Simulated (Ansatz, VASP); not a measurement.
**SnSe in VASP and in Ansatz**

```
Sn Se
1.0
     0.00000    3.01000    3.01000
     3.01000    0.00000    3.01000
     3.01000    3.01000    0.00000
Sn Se
1 1
Direct
  0.00000 0.00000 0.00000
  0.50000 0.50000 0.50000
```

Measurements of this composition are mostly on another form, of space group No. 62.

Alike in both runs: functional PBEsol; k mesh 8 × 8 × 8; occupations fermi-dirac, width 0.05 eV; no spin polarisation.

```csv
,VASP,Ansatz
version,VASP 6.6.1,Ansatz 0.2.0
potentials or method,"VASP PAW PBE potentials, release 64 (Sn_d, Se)",Ansatz PAW
plane-wave cutoff (eV),520,420
valence electrons in the cell,20,30
task,single point,band structure
```

```csv
,VASP,Ansatz,Ansatz less VASP
gap on the k mesh at the Fermi level (eV),0.65,0.65,-0.002
least direct gap on the mesh (eV),0.65,0.65,-0.002
pressure (GPa),-1.9,-1.9,-0.01
```

With one functional, cell and mesh, what is left measures potentials, basis and numerics. The two sets of potentials don't hold the same shells in valence.

Caveats: spin-orbit coupling is left out, which moves the levels of the heavy elements; the PAW data sets were made with another functional, which shifts forces and pressure a little (VASP); the PAW data sets come from PBE, with cores solved anew for the run's functional, which leaves a small shift of forces and pressure (Ansatz). A k mesh can miss the band edges.
